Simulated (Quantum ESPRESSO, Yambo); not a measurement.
Planning a run of Yambo 5.3.0 on GaN (P6_3mc). The input:

```
optics
bss
bse
em1s
dipoles
rim_cut
RandQpts= 1000000
RandGvec= 1 RL
Chimod= "HARTREE"
BSKmod= "SEX"
BSEmod= "resonant"
BSSmod= "d"
BSENGexx= 20 Ry
BSENGBlk= 4 Ry
% BSEQptR
 1 | 1 |
%
% BSEBands
 24 | 27 |
%
% BEnRange
 0 | 5 | eV
%
% BDmRange
 0.1 | 0.1 | eV
%
BEnSteps= 101
% BLongDir
 1 | 0 | 0 |
%
% BndsRnXs
 9 | 36 |
%
NGsBlkXs= 4 Ry
% LongDrXs
 1 | 1 | 1 |
%
% KfnQP_E
 0.826 | 1.0 | 1.0 |
%
WRbsWF
FFTGvecs= 47 Ry
```

The database entry behind the starting cell has ideal inner coordinates that were not refined, so it need not match the best structure at ambient conditions.

```sh
OMP_NUM_THREADS=1 mpirun -n 8 yambo -F bse18.in -J bse18 -C bse18 > bse18.log
```

The stored states that it reads are on a 15×15×10 mesh. It takes space group P6_3mc (No. 186, hexagonal). The conventional cell has a = 3.190 Å, b = 3.190 Å, c = 5.189 Å, α = 90.00°, β = 90.00°, γ = 120.00°. Ga has 4 N at 1.95 Å nearest. Nearest to N lie 4 Ga at 1.95 Å. Farther neighbours and most contacts between anions are not listed.

Q: How long will it take on 8 MPI ranks of Arm Neoverse V2, shared host, and how much memory?

It took 24 min; on shared hardware allow 12 min to 47 min. Peak host memory was 18 GiB.

The kernel grows as the square of the matrix size, and full diagonalisation as its cube.

[Paths, hosts, dates, memory and timing lines, banners, echoed tables and standing remarks are left out of the program output.]

[Logs are printed without paths, hosts, clocks, repeated set-up lines and the standing remarks that a program may print on its own settings, such as how far it seeks lower states.]

[Runs of the session that timed out or met a known fault of the program may be left out.]

[Hosts, paths, dates, database ids (printed as entryN), source tags and the programs' standing remarks are cut or masked in the printed files.]
